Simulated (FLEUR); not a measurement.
**PbS (Galena) under changes of volume**

One of the cells (26.086 Å³/atom); the others are scaled copies at fixed shape and fractional positions:

```
CELL_PARAMETERS angstrom
0.00000 2.96575 2.96575
2.96575 0.00000 2.96575
2.96575 2.96575 0.00000
ATOMIC_POSITIONS crystal
Pb 0.00000 0.00000 0.00000
S 0.50000 0.50000 0.50000
```

```yaml
Program: FLEUR MaX-R8.1 (later development tree)
Functional: PBE
Potentials_or_basis: all-electron
Basis: FLAPW
Kmax: 3.84 1/bohr
k_mesh: 8 × 8 × 8
Occupations: fermi-dirac, width 0.05 eV
Spin: no spin polarisation
```

| volume (Å³/atom) | energy over the lowest point (meV/atom) | gap on the mesh (eV) |
| --- | --- | --- |
| 24.521 | 49.58 | 0.11 |
| 25.042 | 30.60 | 0.20 |
| 25.564 | 16.59 | 0.28 |
| 26.086 | 7.10 | 0.36 |
| 26.607 | 1.74 | 0.43 |
| 27.129 | 0.00 | 0.50 |
| 27.651 | ? | ? |

**Question.** What does the run at 27.651 Å³/atom give?

**Answer.** Energy over the lowest point 1.56 meV/atom; gap on the mesh 0.56 eV.

Worked out: A Birch-Murnaghan fit of order 3 (a polynomial in V^(-2/3)) to the other rows has its minimum at 27.13 Å³/atom, just outside them, with B0 = V·E''(V) = 53 GPa and B' = 4.3. It gives 1.61 meV/atom at 27.651 Å³/atom, against the run's 1.56. A straight line through the other rows of the gap, of slope 3.85 eV per unit of ln V (its deformation potential), extrapolates to 0.58 eV, against the run's 0.56.

Energies are extrapolated to zero smearing.

Caveats: the plane-wave cutoff is short for the semicore states, which can make moduli rough; spin-orbit coupling is left out, which as a rule narrows the gap of such compounds by several tenths of an eV.

A mesh can miss the band edges.
